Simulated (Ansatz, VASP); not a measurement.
## Mn: VASP beside Ansatz

Contents of INCAR:

```
SYSTEM = Mn
PREC     = Accurate       ! precision mode
ENCUT    = 520            ! plane-wave cutoff, eV
EDIFF    = 1E-6           ! SCF threshold, eV
ISMEAR   = -1             ! smearing method
SIGMA    = 0.1            ! smearing width, eV
LREAL    = .FALSE.        ! projectors in reciprocal space
LASPH    = .TRUE.         ! aspherical terms in the spheres
NELM     = 80             ! most SCF steps
ALGO     = Normal         ! electronic algorithm
ISIF     = 2              ! what is computed and relaxed
LWAVE    = .FALSE.        ! write WAVECAR
LCHARG   = .TRUE.         ! write CHGCAR
GGA      = B5             ! functional
ALDAX    = 1.0          
AGGAX    = 1.0          
AGGAC    = 1.0          
ALDAC    = 0.0          
LELF     = .TRUE.         ! ELF
LVHAR    = .TRUE.       
NBANDS   = 12             ! bands
```

The input KPOINTS:

```
Automatic mesh
0
G
  18 18 18
  0 0 0
```

POSCAR

```
Mn
1.0
   -1.4099365103      1.4099365103      1.4099365103
    1.4099365103     -1.4099365103      1.4099365103
    1.4099365103      1.4099365103     -1.4099365103
Mn
1
Direct
    0.0000000000      0.0000000000      0.0000000000
```

Input for Ansatz:

```yaml
crystal:
  lattice:
    - [-1.4099365103, 1.4099365103, 1.4099365103]
    - [1.4099365103, -1.4099365103, 1.4099365103]
    - [1.4099365103, 1.4099365103, -1.4099365103]
  atoms:
    - { symbol: Mn, position: [0.0, 0.0, 0.0] }
hamiltonian:
  xc: blyp
  pseudopotentials:
    kind: paw
    azcp:
      Mn: "pseudopotentials/Mn.paw.azcp"
basis:
  ecutwfc: 420
  fft_grid_basis: typed
kpoints:
  mp_grid: { grid: [18, 18, 18], shift: [0, 0, 0] }
magnetization:
  spin_polarized: false
scf:
  occupations: { method: fermi_dirac, width: 0.1 }
  lower_state_search: "off"
output:
  stress: true
```

Alike in both runs: task single point; functional BLYP; k mesh 18 × 18 × 18; occupations fermi-dirac, width 0.1 eV; no spin polarisation.

|  | VASP | Ansatz |
| --- | --- | --- |
| version | VASP 6.6.1 | Ansatz 0.2.0 |
| potentials or method | VASP PAW PBE potentials, release 64 (Mn_pv) | plane waves (420 eV) with PAW, scalar-relativistic |
| plane-wave cutoff (eV) | 520 | 420 |
| valence electrons in the cell | 13 | 15 |

```csv
,VASP,Ansatz,Ansatz less VASP
pressure (GPa),0.1,0.0,-0.13
```

The functional is the same, so the differences come from potentials, cutoffs and numerics. The two sets of potentials don't hold the same shells in valence.

Caveats: the PAW data sets were made with another functional, which shifts forces and pressure a little (VASP); the run has no spin polarisation, though such a crystal can be magnetic. Spin polarisation is off, so any magnetic state and its effect on volume and gap are missing.
